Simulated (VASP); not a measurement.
# LaH3 (Fm-3m) in VASP: further runs

The runs below take LaH3 through single point, with LDA.

All numbers are computed with VASP 6.6.1; they aren't measurements. Logs are shortened: lines on timing, memory, paths and dates and some standing lists are left out, and cuts for length are marked.

**1. The crystal as given**

The structure is cubic, space group Fm-3m (No. 225). Conventional cell: a = 5.573 Å, b = 5.573 Å, c = 5.573 Å, α = 90.00°, β = 90.00°, γ = 90.00°. La (site symmetry m-3m) has 8 H at 2.41 Å as nearest neighbours. H (site symmetry -43m) has 4 La at 2.41 Å and 4 H at 2.41 Å as nearest neighbours. H (site symmetry m-3m) has 8 H at 2.41 Å as nearest neighbours.

The cell comes from a database or a generator and needn't be the stable form of this composition.

**2. Single point, LDA**

INCAR

```
PREC = Accurate
ENCUT = 450
EDIFF = 1E-6
ISMEAR = 0
SIGMA = 0.01
LREAL = F
LASPH = T
NELM = 100
ALGO = Normal
ISIF = 2
LWAVE = F
LCHARG = F
GGA = CA
NBANDS = 15
ADDGRID = F
```

KPOINTS

```
regular mesh
0
Gamma
  4 4 4
```

POSCAR

```
LaH3
1.0
    0.0000000000      2.7864794500      2.7864794500
    2.7864794500      0.0000000000      2.7864794500
    2.7864794500      2.7864794500      0.0000000000
La H
1 3
Direct
    0.0000000000      0.0000000000      0.0000000000
    0.2500000000      0.2500000000      0.2500000000
    0.7500000000      0.7500000000      0.7500000000
    0.5000000000      0.5000000000      0.5000000000
```

Potentials or basis: VASP PAW LDA potentials, release 64 (La, H).

Command:

```sh
cat potpaw_LDA.64/La/POTCAR potpaw_LDA.64/H/POTCAR > POTCAR
mpirun -np 1 vasp_std > vasp.out
```

OUTCAR:

```text
PREC = Accurate
   ENCUT = 450
   EDIFF = 1E-6
   ISMEAR = 0
   LREAL = F
   LASPH = T
   NELM = 100
   ISIF = 2
   GGA = CA

 Found      8 irreducible k-points:

 Following reciprocal coordinates:
            Coordinates               Weight
  0.000000  0.000000  0.000000      1.000000
  0.250000  0.000000  0.000000      8.000000
  0.500000  0.000000  0.000000      4.000000
  0.250000  0.250000  0.000000      6.000000
  0.500000  0.250000  0.000000     24.000000
 -0.250000  0.250000  0.000000     12.000000
   k-points           NKPTS =      8   k-points in BZ     NKDIM =      8   number of bands    NBANDS=     15
   number of dos      NEDOS =    301   number of ions     NIONS =      4
   total plane-waves  NPLWV =  21952
   dimension x,y,z NGX =    28 NGY =   28 NGZ =   28
   dimension x,y,z NGXF=    56 NGYF=   56 NGZF=   56
   ions per type =               1   3
   NGX,Y,Z   is equivalent  to a cutoff of  11.81, 11.81, 11.81 a.u.
   NGXF,Y,Z  is equivalent  to a cutoff of  23.62, 23.62, 23.62 a.u.
 SYSTEM =  unknown system
   PREC   = accura    normal or accurate (medium, high low for compatibility)
   ISTART =      0    job   : 0-new  1-cont  2-samecut
   ICHARG =      2    charge: 1-file 2-atom 10-const
   ISPIN  =      1    spin polarized calculation?
   LNONCOLLINEAR =      F non collinear calculations
   LSORBIT =      F    spin-orbit coupling
   LASPH  =      T    aspherical Exc in radial PAW
   ENCUT  =  450.0 eV  33.07 Ry    5.75 a.u.   6.82  6.82  6.82*2*pi/ulx,y,z
   NELM   =    100;   NELMIN=  2; NELMDL= -5     # of ELM steps
   EDIFF  = 0.1E-05   stopping-criterion for ELM
   LREAL  =      F    real-space projection
   EDIFFG = 0.1E-04   stopping-criterion for IOM
   NSW    =      0    number of steps for IOM
   IBRION =     -1    ionic relax: 0-MD 1-quasi-New 2-CG
   NFREE  =      0    steps in history (QN), initial steepest desc. (CG)
   ISIF   =      2    stress and relaxation
   ISYM   =      2    0-nonsym 1-usesym 2-fastsym
   POTIM  = 0.5000    time-step for ionic-motion
   TEBEG  =    0.0;   TEEND  =   0.0 temperature during run
   PSTRESS=    0.0 pullay stress
   NELECT =      14.0000    total number of electrons
   NUPDOWN=      -1.0000    fix difference up-down
   EMIN   =  10.00;   EMAX   =-10.00  energy-range for DOS
   EFERMI =   0.00;   METHOD = LEGACY
   ISMEAR =     0;   SIGMA  =   0.01  broadening in eV -4-tet -1-fermi 0-gaus
   EFERMI_NEDOS =   21; number of points for ismear=-14 and -15
   IALGO  =     38    algorithm
   IMIX   =      4    mixing-type and parameters
     AMIX     =   0.40;   BMIX     =  1.00
     AMIX_MAG =   1.60;   BMIX_MAG =  1.00
  volume/ion in A,a.u.               =      10.82        73.00
  Fermi-wavevector in a.u.,A,eV,Ry     =   1.123876  2.123817 17.185477  1.263097
  Thomas-Fermi vector in A             =   2.260545
   LORBIT       =      0    0 simple, 1 ext, 2 COOP (PROOUT), +10 PAW based schemes
   GGA     = CA    functional components
   LHFCALC =     F    Hartree Fock is set to
   AEXX    =    0.0000 exact exchange contribution
   IVDW    =     0    specifies the selected vdW correction
   LEPSILON=     F    determine dielectric tensor
   LRPA    =     F    only Hartree local field effects (RPA)
 non-spin polarized calculation
 Gauss-broadening in eV      SIGMA  =   0.01
  energy-cutoff  :      450.00
  volume of cell :       43.27
 maximum number of plane-waves:       960
   NGX = 13   NGY = 13   NGZ = 13

 number of electron      14.0000001 magnetization

 Free energy of the ion-electron system (eV)
  ---------------------------------------------------
  ext. energy  EPLUGINS =         0.00000000
  ---------------------------------------------------
  free energy    TOTEN  =       -18.53247670 eV

  energy without entropy =      -18.53211280  energy(sigma->0) =      -18.53229475

 E-fermi :   7.6549     XC(G=0): -10.2946

 val. band max:        6.2664610187   @ k =   0.2500   0.0000   0.0000
 cond. band min:       7.6629990238   @ k =   0.5000   0.0000   0.0000
 fundamental gap:      1.3965380051
 Fermi energy:         7.6548648255

 k-point     1 :       0.0000    0.0000    0.0000
  band No.  band energies     occupation
      1     -25.6438      2.00000
      2      -8.9260      2.00000
      3      -8.9260      2.00000
      4      -8.9260      2.00000
      5      -0.4539      2.00000
      6       4.6647      2.00000
      7       7.8262      0.00000
      8       7.8262      0.00000
      9       7.8262      0.00000
     10       8.1491      0.00000
     11       8.7037      0.00000
     12       8.7037      0.00000
     13       8.7037      0.00000
     14       9.2859      0.00000
     15       9.2859      0.00000

 k-point     2 :       0.2500    0.0000    0.0000
  band No.  band energies     occupation
      1     -25.5792      2.00000
      2      -9.5707      2.00000
      3      -8.9916      2.00000
      4      -8.9916      2.00000
      5       0.8110      2.00000
      6       3.4978      2.00000
      7       6.2665      2.00000
      8       7.9671      0.00000
      9       7.9671      0.00000
     10       8.6850      0.00000
     11       8.6850      0.00000
     12       9.0190      0.00000
     13       9.2479      0.00000
     14       9.2479      0.00000
     15       9.2932      0.00000

 k-point     3 :       0.5000    0.0000    0.0000
  band No.  band energies     occupation
      1     -25.5132      2.00000
      2     -10.1198      2.00000
      3      -9.0555      2.00000
      4      -9.0555      2.00000
      5       1.5622      2.00000
      6       3.6057      2.00000
      7       5.4724      2.00000
      8       7.6630      0.25000
      9       7.6630      0.25000
     10       8.7791      0.00000
     11       8.7791      0.00000
     12       9.1811      0.00000
     13       9.1811      0.00000
     14       9.1836      0.00000
     15       9.3005      0.00000

 k-point     4 :       0.2500    0.2500    0.0000
  band No.  band energies     occupation
      1     -25.5580      2.00000
      2      -9.5649      2.00000
      3      -9.1108      2.00000
      4      -9.1108      2.00000
      5       1.2345      2.00000
      6       2.9504      2.00000
      7       5.2890      2.00000
      8       8.4365      0.00000
      9       8.4365      0.00000
     10       8.9268      0.00000
     11       8.9466      0.00000
     12       8.9466      0.00000
     13       9.0163      0.00000
     14       9.4233      0.00000
     15       9.8718      0.00000

 k-point     5 :       0.5000    0.2500    0.0000
  band No.  band energies     occupation
      1     -25.4922      2.00000
      2      -9.9192      2.00000
      3      -9.3829      2.00000
      4      -9.1737      2.00000
      5       2.3213      2.00000
      6       2.9156      2.00000
      7       4.0470      2.00000
      8       8.4511      0.00000
      9       8.5784      0.00000
     10       8.8365      0.00000
     11       8.9677      0.00000
     12       9.1299      0.00000
     13       9.1301      0.00000
     14       9.2357      0.00000
     15       9.8249      0.00000

 k-point     6 :      -0.2500    0.2500    0.0000
  band No.  band energies     occupation
      1     -25.5139      2.00000
      2      -9.7987      2.00000
      3      -9.4149      2.00000
      4      -9.0570      2.00000
      5       2.2156      2.00000
      6       3.1786      2.00000
      7       4.1312      2.00000
      8       8.2960      0.00000
      9       8.5529      0.00000
     10       8.6820      0.00000
     11       8.9783      0.00000
     12       9.1225      0.00000
     13       9.1329      0.00000
     14       9.2015      0.00000
     15       9.6230      0.00000

 [... further k-points ...]

------------------------ aborting loop because EDIFF is reached ----------------------------------------

  FORCE on cell =-STRESS in cart. coord.  units (eV):
  Direction    XX          YY          ZZ          XY          YZ          ZX
  --------------------------------------------------------------------------------------
  -------------------------------------------------------------------------------------
  Total       -1.2749388     -1.2749388     -1.2749388      0.0000000     -0.0000000      0.0000000
  in kB      -47.2065658    -47.2065658    -47.2065658      0.0000000     -0.0000000      0.0000000
  external PRESSURE =     -47.2065658 kB  Pullay stress =       0.0000000 kB

 VOLUME and BASIS-vectors are now :
 -----------------------------------------------------------------------------
  energy-cutoff  :      450.00
  volume of cell :       43.27
      direct lattice vectors                 reciprocal lattice vectors
     0.000000000  2.786479450  2.786479450    -0.179437892  0.179437892  0.179437892
     2.786479450  0.000000000  2.786479450     0.179437892 -0.179437892  0.179437892
     2.786479450  2.786479450  0.000000000     0.179437892  0.179437892 -0.179437892

 POSITION                                       TOTAL-FORCE (eV/Angst)
 -----------------------------------------------------------------------------------
      0.00000      0.00000      0.00000        -0.000000      0.000000     -0.000000
      1.39324      1.39324      1.39324         0.000000      0.000000     -0.000000
      4.17972      4.17972      4.17972        -0.000000     -0.000000      0.000000
      2.78648      2.78648      2.78648        -0.000000      0.000000     -0.000000
 -----------------------------------------------------------------------------------
    total drift:                               -0.000000     -0.000000      0.000000

  FREE ENERGIE OF THE ION-ELECTRON SYSTEM (eV)
  ---------------------------------------------------
  free  energy   TOTEN  =       -18.5324766991 eV

  energy  without entropy=      -18.5321127980  energy(sigma->0) =      -18.53229475
```

Wall time 7.2 s (1 thread of Intel Xeon Platinum 8488C (Sapphire Rapids), shared host); peak memory 0.14 GiB.

These settings aren't checked as converged: the numbers below hold their error.

What came out:

| Quantity | Value |
| --- | --- |
| Free energy | -18.5325 eV |
| Pressure | -4.7 GPa |
| Band gap on the k mesh | none (metal or under the smearing width) |

Caveat: the k mesh is coarse (spacing up to 0.49 Å⁻¹), so the values aren't converged.

**3. Single point, LDA**

INCAR is that of step 2.

KPOINTS is that of step 2.

POSCAR

```
LaH3
1.0
    0.0000000000      2.7864794500      2.7864794500
    2.7864794500      0.0000000000      2.7864794500
    2.7864794500      2.7864794500      0.0000000000
La H
1 3
Direct
    0.0010720000     -0.0024160000     -0.0049440000
    0.2532360000      0.2274950000      0.2357170000
    0.7573300000      0.7385030000      0.7643790000
    0.4948670000      0.5128930000      0.4979460000
```

Potentials or basis: VASP PAW LDA potentials, release 64 (La, H).

Command:

```sh
cat potpaw_LDA.64/La/POTCAR potpaw_LDA.64/H/POTCAR > POTCAR
mpirun -np 1 vasp_std > vasp.out
```

It took 17 s on 1 thread of Intel Xeon Platinum 8488C (Sapphire Rapids), shared host; peak memory 0.16 GiB.

These settings aren't checked as converged: the numbers below hold their error.

Results:

```yaml
Free_energy: -18.5048 eV
Pressure: -4.5 GPa
Largest_force: 0.330 eV/Å
Band_gap_on_the_k_mesh: none (metal or under the smearing width)
```

Caveat: the k mesh is coarse (spacing up to 0.49 Å⁻¹), so the values aren't converged.

**4. Single point, LDA**

Changes to INCAR since step 3:

```diff
@@ -1,2 +1,2 @@
-PREC = Accurate
+PREC = Low
 ENCUT = 450
@@ -4,3 +4,3 @@
 ISMEAR = 0
-SIGMA = 0.01
+SIGMA = 0.05
 LREAL = F
```

KPOINTS is that of step 3.

POSCAR

```
LaH3
1.0
    0.0000000000      2.7864794500      2.7864794500
    2.7864794500      0.0000000000      2.7864794500
    2.7864794500      2.7864794500      0.0000000000
La H
1 3
Direct
    0.0000000000      0.0000000000      0.0000000000
    0.2500000000      0.2500000000      0.2500000000
    0.7500000000      0.7500000000      0.7500000000
    0.5000000000      0.5000000000      0.5000000000
```

Potentials or basis: VASP PAW LDA potentials, release 64 (La, H).

Command:

```sh
cat potpaw_LDA.64/La/POTCAR potpaw_LDA.64/H/POTCAR > POTCAR
mpirun -np 1 vasp_std > vasp.out
```

OUTCAR:

```text
PREC = Low
   ENCUT = 450
   EDIFF = 1E-6
   ISMEAR = 0
   LREAL = F
   LASPH = T
   NELM = 100
   ISIF = 2
   GGA = CA

 Found      8 irreducible k-points:

 Following reciprocal coordinates:
            Coordinates               Weight
  0.000000  0.000000  0.000000      1.000000
  0.250000  0.000000  0.000000      8.000000
  0.500000  0.000000  0.000000      4.000000
  0.250000  0.250000  0.000000      6.000000
  0.500000  0.250000  0.000000     24.000000
 -0.250000  0.250000  0.000000     12.000000
   k-points           NKPTS =      8   k-points in BZ     NKDIM =      8   number of bands    NBANDS=     15
   number of dos      NEDOS =    301   number of ions     NIONS =      4
   total plane-waves  NPLWV =   8000
   dimension x,y,z NGX =    20 NGY =   20 NGZ =   20
   dimension x,y,z NGXF=    24 NGYF=   24 NGZF=   24
   ions per type =               1   3
   NGX,Y,Z   is equivalent  to a cutoff of   8.44,  8.44,  8.44 a.u.
   NGXF,Y,Z  is equivalent  to a cutoff of  10.12, 10.12, 10.12 a.u.
 SYSTEM =  unknown system
   PREC   = low       normal or accurate (medium, high low for compatibility)
   ISTART =      0    job   : 0-new  1-cont  2-samecut
   ICHARG =      2    charge: 1-file 2-atom 10-const
   ISPIN  =      1    spin polarized calculation?
   LNONCOLLINEAR =      F non collinear calculations
[... 74 lines left out ...]
     13       8.7039      0.00000
     14       9.2857      0.00000
[... 77 lines left out ...]
      2      -9.7987      2.00000
      3      -9.4150      2.00000
      4      -9.0571      2.00000
      5       2.2157      2.00000
      6       3.1786      2.00000
      7       4.1312      2.00000
      8       8.2960      0.00000
      9       8.5528      0.00000
     10       8.6819      0.00000
     11       8.9784      0.00000
     12       9.1227      0.00000
     13       9.1329      0.00000
     14       9.2015      0.00000
     15       9.6229      0.00000

 [... further k-points ...]

------------------------ aborting loop because EDIFF is reached ----------------------------------------

  FORCE on cell =-STRESS in cart. coord.  units (eV):
  Direction    XX          YY          ZZ          XY          YZ          ZX
  --------------------------------------------------------------------------------------
  -------------------------------------------------------------------------------------
  Total       -1.2771389     -1.2771389     -1.2771389      0.0000000      0.0000000      0.0000000
  in kB      -47.2880250    -47.2880250    -47.2880250      0.0000000      0.0000000      0.0000000
  external PRESSURE =     -47.2880250 kB  Pullay stress =       0.0000000 kB

 VOLUME and BASIS-vectors are now :
 -----------------------------------------------------------------------------
  energy-cutoff  :      450.00
  volume of cell :       43.27
      direct lattice vectors                 reciprocal lattice vectors
     0.000000000  2.786479450  2.786479450    -0.179437892  0.179437892  0.179437892
     2.786479450  0.000000000  2.786479450     0.179437892 -0.179437892  0.179437892
     2.786479450  2.786479450  0.000000000     0.179437892  0.179437892 -0.179437892

 POSITION                                       TOTAL-FORCE (eV/Angst)
 -----------------------------------------------------------------------------------
      0.00000      0.00000      0.00000        -0.000000     -0.000000     -0.000000
      1.39324      1.39324      1.39324        -0.000000     -0.000000     -0.000000
      4.17972      4.17972      4.17972         0.000000      0.000000      0.000000
      2.78648      2.78648      2.78648        -0.000000     -0.000000     -0.000000
 -----------------------------------------------------------------------------------
    total drift:                                0.000000      0.000000      0.000000

  FREE ENERGIE OF THE ION-ELECTRON SYSTEM (eV)
  ---------------------------------------------------
  free  energy   TOTEN  =       -18.5338617712 eV

  energy  without entropy=      -18.5320422658  energy(sigma->0) =      -18.53295202
```

OSZICAR:

```text
N       E                     dE             d eps       ncg     rms          rms(c)
DAV:   1     0.888896115634E+02    0.88890E+02   -0.43799E+03   256   0.107E+03
DAV:   2    -0.992262714621E+01   -0.98812E+02   -0.87016E+02   295   0.180E+02
DAV:   3    -0.187060445275E+02   -0.87834E+01   -0.85661E+01   352   0.768E+01
DAV:   4    -0.192456970317E+02   -0.53965E+00   -0.53900E+00   390   0.159E+01
DAV:   5    -0.192618846237E+02   -0.16188E-01   -0.16186E-01   346   0.211E+00    0.542E+00
DAV:   6    -0.186714098809E+02    0.59047E+00   -0.10069E+00   395   0.553E+00    0.255E+00
DAV:   7    -0.185392528039E+02    0.13216E+00   -0.36078E-01   366   0.255E+00    0.692E-01
DAV:   8    -0.185338009967E+02    0.54518E-02   -0.19758E-02   352   0.131E+00    0.221E-01
DAV:   9    -0.185338594525E+02   -0.58456E-04   -0.75028E-04   351   0.161E-01    0.865E-02
DAV:  10    -0.185338628886E+02   -0.34361E-05   -0.11373E-04   406   0.675E-02    0.854E-03
DAV:  11    -0.185338618179E+02    0.10707E-05   -0.72878E-06   299   0.133E-02    0.326E-03
DAV:  12    -0.185338617712E+02    0.46675E-07   -0.25240E-06   343   0.143E-02
   1 F= -.18533862E+02 E0= -.18532952E+02  d E =-.181951E-02
```

Run time: 6.3 s. Hardware: 1 thread of Intel Xeon Platinum 8488C (Sapphire Rapids), shared host; peak memory 0.11 GiB.

These settings aren't checked as converged: the numbers below hold their error.

What came out:

| Quantity | Value |
| --- | --- |
| Free energy | -18.5339 eV |
| Pressure | -4.7 GPa |
| Band gap on the k mesh | none (metal or under the smearing width) |

Caveat: the k mesh is coarse (spacing up to 0.49 Å⁻¹), so the values aren't converged.

**5. Single point, LDA**

INCAR is that of step 4.

KPOINTS is that of step 4.

POSCAR

```
LaH3
1.0
    0.0000000000      2.7864794500      2.7864794500
    2.7864794500      0.0000000000      2.7864794500
    2.7864794500      2.7864794500      0.0000000000
La H
1 3
Direct
    0.0010720000     -0.0024160000     -0.0049440000
    0.2532360000      0.2274950000      0.2357170000
    0.7573300000      0.7385030000      0.7643790000
    0.4948670000      0.5128930000      0.4979460000
```

Command:

```sh
cat potpaw_LDA.64/La/POTCAR potpaw_LDA.64/H/POTCAR > POTCAR
mpirun -np 1 vasp_std > vasp.out
```

Run time: 10 s. Hardware: 1 thread of Intel Xeon Platinum 8488C (Sapphire Rapids), shared host; peak memory 0.13 GiB.

The run converged, but some of its settings lie outside the range that counts as converged, so its numbers aren't taken as properties of the crystal.

Results:

```yaml
Free_energy: -18.5059 eV
Pressure: -4.6 GPa
Largest_force: 0.339 eV/Å
Band_gap_on_the_k_mesh: none (metal or under the smearing width)
```

Caveat: the k mesh is coarse (spacing up to 0.49 Å⁻¹), so the values aren't converged.
